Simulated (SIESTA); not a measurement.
Runs of SIESTA 5.4.2 on Sn. Symmetry: I4/mmm, No. 139, tetragonal system. Conventional cell: a = 4.058 Å, b = 4.058 Å, c = 3.322 Å, α = 90.00°, β = 90.00°, γ = 90.00°. Sn (site symmetry 4/mmm) has 10 Sn at 3.32 Å as nearest neighbours. This isn't the form of Sn at room conditions, which is tetragonal (white tin).

```csv
potentials or basis,gap on the mesh (eV),pressure (GPa),relaxed volume (Å³/atom)
"PseudoDojo 0.4 standard (PBE files), DZP (energy shift 0.003 Ry; two zetas on semicore shells)",none,0.0,28.36
"SPMS 1.0 (PBE files) or PseudoDojo by element, DZP (energy shift 0.003 Ry; two zetas on semicore shells)",none,0.0,(a)
"PseudoDojo 0.5 standard (PBE files), DZP (energy shift 0.003 Ry; two zetas on semicore shells)",none,0.0,28.36
"PseudoDojo 0.4 stringent (PBE files), DZP (energy shift 0.003 Ry; two zetas on semicore shells)",none,0.0,24.90
"SG15 1.2 (PBE files) or PseudoDojo by element, DZP (energy shift 0.003 Ry; two zetas on semicore shells)",none,0.0,28.70
```

Alike in all rows: task relaxation of cell and atoms; level PBE; no spin polarisation; cell relaxed; k mesh 10 × 10 × 10; smearing fermi-dirac 0.05 eV; grid cutoff 500 Ry; energy shift 0.003 Ry.

Question: Fill in the values left out.

Answer: (a) 28.83.

Caveats: the basis of atomic orbitals isn't converged, which shifts pressures, moduli and gaps; short orbitals over semicore shells can move pressures by several GPa (some runs); the valence orbitals were made in a potential fitted to the semicore shell under them, which widens gaps by tenths of an eV or more (some runs).

A k mesh can miss the band edges, and the runs leave out spin-orbit coupling on Sn.

A gap of «none» marks a metal or a gap under the smearing width.

The runs don't all hold the same shells in valence.
